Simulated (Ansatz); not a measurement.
A frame of ScAl$_{3}$ from dynamics at 2090 K, with the forces (eV/Å) computed on a k mesh in the last three columns. Theory: Ansatz 0.2.0, DFT PBE, scalar-relativistic, plane waves, PAW.

Cutoff 420 eV; k points 3×4×4 on the computed 16-atom cell (Γ-centred); Fermi–Dirac smearing, width 0.18 eV; no spin polarisation.

```xyz
16
Lattice="7.025 0.201 -0.009 0.201 6.636 0.323 -0.009 0.323 6.671" Properties=species:S:1:pos:R:3:forces:R:3 pbc="T T T"
Sc    2.777    0.651    3.970    1.440    0.050   -0.210
Sc    5.757    2.120    2.165   -0.130   -0.930   -1.630
Sc    5.933    5.397    5.233   -0.520   -1.140   -1.350
Sc    3.809    3.425    0.282    0.010   -0.400    0.500
Al    1.833    2.044    5.954   -1.070    0.550   -0.870
Al    0.861    3.216    3.497   -0.170    0.220    0.580
Al    1.633    1.462    1.697    0.070    0.130   -0.200
Al    6.717    6.571    0.496    1.190    1.430    0.730
Al    3.855    0.251    0.299    0.160   -0.110   -0.310
Al    0.486    6.231    3.109   -0.720   -0.500    0.660
Al    0.678    3.779    0.675   -0.320   -0.010    0.980
Al    5.528    1.732    4.638    0.290   -0.030    2.310
Al    5.354    4.801    2.109    0.470    1.250    0.550
Al    1.960    5.005    5.399   -1.180    0.670   -0.350
Al    3.634    3.647    4.071    0.900   -1.070   -0.290
Al    2.714    5.259    2.357   -0.430   -0.110   -1.120
```

Static pressure 3.2 GPa (no kinetic part), no gap on the mesh.

Counting as bonded all pairs within 1.3 times the summed covalent radii:

```json
{"atom → neighbour": "Al → Al", "mean count": "6.33", "mean length (Å)": "2.82", "spread (Å)": "0.19"}
{"atom → neighbour": "Al → Sc", "mean count": "3.33", "mean length (Å)": "3.05", "spread (Å)": "0.30"}
{"atom → neighbour": "Sc → Al", "mean count": "10.00", "mean length (Å)": "3.05", "spread (Å)": "0.30"}
{"atom → neighbour": "Sc → Sc", "mean count": "2.50", "mean length (Å)": "3.59", "spread (Å)": "0.47"}
```

Angles between all pairs of such bonds at an atom (mean ± spread): 97 ± 34° at Al, 96 ± 34° at Sc.

Cost: 1 run of about 1.7 core-minutes, on Intel Xeon Processor @ 2.50GHz (Skylake/Cascade Lake) (shared hosts).